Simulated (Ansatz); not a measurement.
# Polarity and tunnelling in Mg/AlN/Zr, part 3 of 3

Aim: does the conductance of Mg/AlN/Zr change when the barrier's polarity is reversed? The lower electrode is Mg hcp(0001), the upper one Zr hcp(0001); the barrier is AlN zinc blende(111) (whole bilayers). In the first transport cell, after relaxation, the nearest pair of electrode and barrier is Mg–N at 2.43 Å, at a slant, at the lower face and Zr–Al at 3.28 Å, at a slant, at the upper one. All share a net of side 3.111 Å, which strains the lower electrode by -2.5 %, the upper one by -3.7 % and the barrier by +0.0 %, against typed lattice constants near PBE's. The first steps treat the bulk electrodes alone.

Ansatz 0.2.0; PBE DFT, plane waves, PAW files (the session's first sound run).

So far, transmission at the Fermi level (a spin, zone mean): step 5 (T(E) of the junction, polarity N face on the lower electrode, gap between the …) 0.00376; step 6 (conductance on a fine mesh, polarity N face on the lower electrode, gap between …) 0.00325; step 8 (T(E) of the junction, polarity Al face on the lower electrode, gap between the …) 0.00175; step 9 (conductance on a fine mesh, polarity Al face on the lower electrode, gap …) 0.00181.

### 11. The same cell, other settings

This step: PBE DFT, plane waves, PAW files; ballistic transmission by layer matching between semi-infinite leads; changed: output.transmission.kmesh = [18, 18], output.transmission.kmesh = [18, 18] (Ansatz 0.2.0).

System of this step: Mg/AlN/Zr. The cell holds 30 atoms: 11 Mg, 4 N, 4 Al and 11 Zr. Its edges and angles: a = 3.111 Å, b = 3.111 Å, c = 79.606 Å, α = 90.0°, β = 90.0°, γ = 120.0°. Regions: left electrode, 11 atoms (11 Mg); barrier, 8 atoms (4 N and 4 Al); right electrode, 11 atoms (11 Zr). Vacuum lies along c.

It is meant to test whether the mesh across the current is converged. Where the input is shown as a difference, that is against the step before, not the twin.

The input, input.yaml:

```yaml
crystal:
  lattice:
    - [3.111, 0.0, 0.0]
    - [-1.5555, 2.6942050312, 0.0]
    - [0.0, 0.0, 79.6055362033]
  atoms:
    - { symbol: Mg, position: [0.0, 0.0, 0.0879335827] }
    - { symbol: Mg, position: [0.33333333, 0.66666667, 0.1206817475] }
    - { symbol: Mg, position: [0.0, 0.0, 0.1534299123] }
    - { symbol: Mg, position: [0.33333333, 0.66666667, 0.1861780771] }
    - { symbol: Mg, position: [0.0, 0.0, 0.218926242] }
    - { symbol: Mg, position: [0.33333333, 0.66666667, 0.2516744068] }
    - { symbol: Mg, position: [0.0, 0.0, 0.2844225716] }
    - { symbol: Mg, position: [0.33333333, 0.66666667, 0.3171707364] }
    - { symbol: Mg, position: [0.0, 0.0, 0.3499189012] }
    - { symbol: Mg, position: [0.33333333, 0.66666667, 0.382667066] }
    - { symbol: Mg, position: [0.0, 0.0, 0.4145658674] }
    - { symbol: "N", position: [0.33333333, 0.66666667, 0.4351803867] }
    - { symbol: Al, position: [0.66666667, 0.33333333, 0.4443041721] }
    - { symbol: "N", position: [0.66666667, 0.33333333, 0.4679357781] }
    - { symbol: Al, position: [0.0, 0.0, 0.476294692] }
    - { symbol: "N", position: [0.0, 0.0, 0.4999549539] }
    - { symbol: Al, position: [0.33333333, 0.66666667, 0.5083055875] }
    - { symbol: "N", position: [0.33333333, 0.66666667, 0.5320045402] }
    - { symbol: Al, position: [0.66666667, 0.33333333, 0.540907153] }
    - { symbol: Zr, position: [0.0, 0.0, 0.5754027841] }
    - { symbol: Zr, position: [0.33333333, 0.66666667, 0.6086207328] }
    - { symbol: Zr, position: [0.0, 0.0, 0.6423369199] }
    - { symbol: Zr, position: [0.33333333, 0.66666667, 0.6760531071] }
    - { symbol: Zr, position: [0.0, 0.0, 0.7097692943] }
    - { symbol: Zr, position: [0.33333333, 0.66666667, 0.7434854814] }
    - { symbol: Zr, position: [0.0, 0.0, 0.7772016686] }
    - { symbol: Zr, position: [0.33333333, 0.66666667, 0.8109178558] }
    - { symbol: Zr, position: [0.0, 0.0, 0.844634043] }
    - { symbol: Zr, position: [0.33333333, 0.66666667, 0.8783502301] }
    - { symbol: Zr, position: [0.0, 0.0, 0.9120664173] }
kpoints:
  mp_grid: { grid: [12, 12, 1] }
scf:
  occupations: { method: fermi_dirac, width: 0.1 }
  max_iter: 150
hamiltonian:
  xc: pbe
output:
  transmission:
    kmesh: [18, 18]
    e_range: [-4, 2]
    de: 0.1
    leads: [[4, 6], [24, 26]]
  dos: { projected: true, e_range: [-6, 5], de: 0.05 }
  write_potential: true
  write_density: true
  volumetric_format: npy
```

Launch:

```sh
$ ansatz run input.yaml --threads 4 --pin off --max-ram 12288MiB --backend cpu --events-out ev --progress --plain --runs-dir out
```

It took 5 min on 4 threads of Arm Neoverse V1, shared host; peak memory 3.7 GiB.

Numbers from this step:

- free energy: -70878.2932 eV
- Fermi energy: 8.221 eV
- transmission at the Fermi level (a spin, zone mean): 0.003553
- channels of the lower lead: 0.8735
- channels of the upper lead: 0.6821
- potential step in the lower lead: 20.4 meV
- potential step in the upper lead: 18.5 meV

One spin. Transmission, zone mean against energy, zero at the Fermi level:

```csv
energy (eV),"transmission, zone mean"
-4.00,0.0447
-3.80,0.0763
-3.70,0.0723
-3.50,0.0698
-3.40,0.135
-3.30,0.140
-3.20,0.101
-3.00,0.0744
-2.90,0.0234
-2.70,0.0100
-2.50,0.00631
-2.40,0.00351
-2.20,0.00212
-2.10,0.00166
-1.90,7.1e-4
-1.70,3.5e-4
-1.60,3.3e-4
-1.40,9.2e-4
-1.20,7.9e-4
-1.10,8.3e-4
-0.90,1.8e-4
-0.80,1.9e-4
-0.60,4.2e-4
-0.40,5.0e-4
-0.30,6.0e-4
-0.10,0.00217
0.00,0.00355
0.10,0.00286
0.20,0.00108
0.40,7.7e-4
0.50,0.00803
0.70,0.0399
0.80,0.0666
0.90,0.0468
1.00,0.0367
1.20,0.109
1.40,0.182
1.50,0.174
1.70,0.101
1.80,0.0904
2.00,0.0641
```

One spin. The open channels, zone mean by energy, zero at the Fermi level:

```csv
energy (eV),lower lead,upper lead
-4.00,0.577,0.225
-3.80,0.614,0.262
-3.60,0.614,0.281
-3.40,0.651,0.336
-3.20,0.688,0.373
-3.00,0.744,0.630
-2.80,0.781,0.796
-2.60,0.781,0.806
-2.30,0.873,0.704
-2.10,0.920,0.861
-1.90,0.944,0.775
-1.70,0.926,0.590
-1.50,0.910,0.664
-1.30,1.00,0.843
-1.10,1.00,1.03
-0.90,0.929,1.26
-0.70,0.948,1.32
-0.50,0.787,1.19
-0.30,0.781,0.657
-0.10,0.929,0.664
0.00,0.873,0.682
0.10,0.855,1.18
0.30,0.991,1.10
0.60,1.01,1.25
0.80,1.34,1.12
1.00,1.27,1.02
1.20,1.25,0.932
1.40,1.32,1.07
1.60,1.32,1.09
1.80,1.23,1.09
2.00,1.28,1.09
```

Transmission over k1 and k2. At 0.0000 eV from the Fermi level.

Values in units of 1e-2, 12 rows by 16 columns, each cell a mean:
```
2.5 2.0 0.0 0.0 0.0 0.0 0.0 0.0 2.6 2.3 1.0 0.0 0.0 0.0 0.0 1.4
0.0 0.0 0.0 0.0 0.0 0.0 0.0 0.0 0.0 0.0 0.0 0.0 0.0 0.0 0.0 0.0
0.0 0.0 0.0 0.0 0.0 0.0 0.0 0.0 0.0 0.0 0.0 0.0 0.0 0.0 0.0 0.0
0.0 0.0 0.0 0.0 0.0 0.0 0.0 0.0 0.0 0.0 0.0 0.0 0.0 0.0 0.0 0.0
1.1 0.0 0.0 0.0 0.0 0.0 0.4 0.7 0.5 0.2 0.0 0.0 0.0 0.0 0.0 2.5
4.9 2.0 0.0 0.0 0.0 0.0 0.4 0.9 1.2 0.7 0.2 0.0 0.0 0.0 0.0 3.5
2.6 2.6 0.0 0.0 0.0 0.0 0.0 0.3 0.8 0.8 0.3 0.0 0.0 0.0 0.0 0.0
0.1 0.6 0.0 0.0 0.0 0.0 0.0 0.0 0.2 0.2 0.1 0.0 0.0 0.0 0.0 0.0
0.0 0.0 0.0 0.0 0.0 0.0 0.0 0.0 0.0 0.0 0.0 0.0 0.0 0.0 0.0 0.0
0.0 0.0 0.0 0.0 0.0 0.0 0.0 0.0 0.0 0.0 0.0 0.0 0.0 0.0 0.0 0.0
1.2 0.6 0.0 0.0 0.0 0.0 0.6 1.2 1.2 0.0 0.0 0.0 0.0 0.0 0.0 1.2
5.0 2.6 0.0 0.0 0.0 0.0 0.6 3.5 4.9 2.0 0.0 0.0 0.0 0.0 0.0 3.4
```
Columns: k1 (b1) from -0.5 to 0.444; rows upwards: k2 (b2) from -0.5 to 0.444.

Open channels of the lower lead over k1 and k2. At 0.0000 eV from the Fermi level.

Values, 12 rows by 16 columns, each cell a mean:
```
1.33 1.11 0.56 1.00 1.00 1.00 1.00 0.41 1.63 1.33 0.89 0.00 0.74 0.89 0.15 1.19
0.67 0.74 1.00 0.70 0.33 0.33 0.33 0.33 0.96 0.67 0.67 0.37 1.11 2.44 1.63 0.15
1.00 1.00 0.67 0.44 1.00 1.00 1.00 1.00 0.93 0.41 0.78 1.00 1.00 1.22 1.33 0.74
1.00 1.00 0.67 0.44 1.00 1.00 1.00 1.00 1.00 0.93 0.56 0.63 1.00 0.78 0.15 0.00
0.67 0.74 0.67 0.44 1.00 1.00 1.00 1.00 1.00 1.00 1.00 0.70 0.52 0.89 0.22 1.78
1.93 1.26 0.89 0.81 1.00 1.00 1.00 1.00 1.00 1.00 1.00 1.00 0.81 0.89 0.74 1.85
1.41 1.56 0.33 0.70 0.52 0.89 1.00 1.00 1.00 1.00 1.00 1.00 1.00 0.33 0.78 0.41
0.67 0.52 0.33 1.00 0.81 0.44 0.85 1.00 1.00 1.00 1.00 1.00 1.00 0.33 0.78 1.00
0.93 0.41 0.67 0.81 1.00 1.00 0.48 0.63 1.00 1.00 1.00 1.00 1.00 0.33 0.78 1.00
0.93 0.70 2.22 2.22 0.93 0.78 1.00 0.70 0.93 0.33 0.33 0.33 0.33 0.56 0.93 1.00
0.67 0.52 0.44 1.48 0.74 0.00 0.52 0.67 1.26 0.74 1.00 1.00 1.00 1.00 0.74 0.67
2.00 1.56 0.22 0.81 0.81 0.67 0.67 1.85 1.93 1.11 0.56 1.00 1.00 1.00 0.22 1.78
```
Columns: k1 (b1) from -0.5 to 0.444; rows upwards: k2 (b2) from -0.5 to 0.444.

Open channels of the upper lead over k1 and k2. At 0.0000 eV from the Fermi level.

Ten even steps from '0' (0.00) to '9' (2.00):
```
550000000555099905
000000000000099990
000000900000099099
900000990000099999
900000000000009999
000990955909900000
000090599950900005
500000599995000005
550000999999900005
550000059999500000
050000905999509000
000000990955909900
999990000000000000
999999000009900000
099099000000900000
009999000000000000
550999055500000005
550099005550099005
```
Columns: k1 (b1) from -0.5 to 0.444; rows upwards: k2 (b2) from -0.5 to 0.444.

Projected DOS an atom over height of the atomic layer and energy from the Fermi level. Layers: Mg Mg Mg Mg Mg Mg Mg Mg Mg Mg Mg N Al N Al N Al N Al Zr Zr Zr Zr Zr Zr Zr Zr Zr Zr Zr; projections on atoms miss part of the total, and the computed bands can run out at the top of the range; a column is the mean of 2 neighbouring layers, the last of those left over.

Ten even steps from '0' (0.00 states/eV) to '9' (1.70 states/eV), each cell a mean:
```
000000000377778
000000000586666
000000000477876
000000000599899
000000000599999
000000000355569
000010000466557
100000000478888
111000001587788
111110000466655
111111000366666
111110001377777
111110013366666
111110133155553
111112343122221
111113463111111
111115543110010
111114433100000
111114333100000
111113221000000
001112211000000
000001212100000
```
Columns: height of the atomic layer (Å) from 8.3 to 71.3 (not evenly spaced); rows upwards: energy from the Fermi level (eV) from -6 to 2.

The transmission at the Fermi level, both spins, is 0.00711 against 0.00752 in the twin: a change of -5 %.

### 12. Summary of results

```
conductance, N face on the lower electrode  : 2.9e12 S/m²
conductance, Al face on the lower electrode : 1.8e12 S/m²
```

In words: The two polarities differ in conductance by a factor of 1.6, the better conductor being «N face on the lower electrode», by more than the error estimates. The ratio includes whatever the relaxation rebuilt at the faces. The polarity here is that of growth: the two cells are two junctions, and whether a field could switch one into the other isn't tested. The program's largest error estimate on these conductances is 17 %, from the leads' potential steps. No spin-orbit coupling, phonons, disorder or image charges enter; the interfaces are ordered, one cell wide and lattice-matched by strain. Semilocal gaps are too small, which can bring a band edge of the barrier nearer to the Fermi level than it is.

[Logs are printed without paths, hosts, clocks, repeated set-up lines and the standing remarks that a program may print on its own settings, such as how far it seeks lower states.]

[Hosts, paths, dates, database ids (printed as entryN), source tags and the programs' standing remarks are cut or masked in the printed files.]
